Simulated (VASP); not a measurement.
The input files of a VASP run:

**POSCAR**
```
CsCl
1
    4.2023685846     0.0000000000     0.0000000000
    0.0000000000     4.2023656271     0.0000000000
    0.0000000000     0.0000000000     4.2024128316
Cs Cl
1 1
Direct
  0.0000000000   0.0000000000   0.0000000000
  0.5000000000   0.5000000000   0.5000000000
```

**INCAR**
```
SYSTEM = CsCl
PREC = Accurate
ENCUT = 400
EDIFF = 1E-6
NELM = 100
ALGO = Normal
LREAL = .FALSE.
LASPH = .TRUE.
ISMEAR = 0
SIGMA = 0.05
GGA = PE
LMAXMIX = 4
LWAVE = .FALSE.
LCHARG = .FALSE.
ISIF = 2
```

KPOINTS:
```
Automatic mesh
0
Gamma
5 5 5
0 0 0
```

POTCAR, in this order: Cs_sv Cl (PBE.64 set). Program: vasp_std.

Problem. One choice in this input is risky. Which, and does it do harm here?

Solution. The risk: the lattice vectors carry noise near SYMPREC. Here it does no harm: the run (PBE GGA, plane waves, VASP's PBE PAW potentials (set 64)) converges to the same energy and pressure as with the safe setting.
OSZICAR:
```
       N       E                     dE             d eps       ncg     rms          rms(c)
DAV:   1     0.909359638149E+02    0.90936E+02   -0.60795E+03   432   0.944E+02
DAV:   2    -0.497867533681E+00   -0.91434E+02   -0.86903E+02   708   0.175E+02
DAV:   3    -0.690860496810E+01   -0.64107E+01   -0.63910E+01   548   0.522E+01
DAV:   4    -0.697600839501E+01   -0.67403E-01   -0.67386E-01   496   0.679E+00
DAV:   5    -0.697699243377E+01   -0.98404E-03   -0.98397E-03   572   0.801E-01    0.230E+00
DAV:   6    -0.658818801300E+01    0.38880E+00   -0.66505E-01   492   0.453E+00    0.176E+00
DAV:   7    -0.654012830963E+01    0.48060E-01   -0.20219E-01   580   0.247E+00    0.105E+00
DAV:   8    -0.654049890792E+01   -0.37060E-03   -0.15697E-02   520   0.958E-01    0.145E-01
DAV:   9    -0.654098019212E+01   -0.48128E-03   -0.43820E-03   536   0.412E-01    0.125E-01
DAV:  10    -0.654108854825E+01   -0.10836E-03   -0.39041E-04   516   0.155E-01    0.161E-02
DAV:  11    -0.654110372010E+01   -0.15172E-04   -0.37186E-05   564   0.423E-02    0.630E-03
DAV:  12    -0.654110358562E+01    0.13447E-06   -0.10221E-05   528   0.200E-02    0.291E-03
DAV:  13    -0.654110342243E+01    0.16319E-06   -0.35349E-07   352   0.454E-03
   1 F= -.65411034E+01 E0= -.65411034E+01  d E =-.164994E-12
```

The compound is CsCl in the CsCl type structure. The cell was not relaxed at this level.
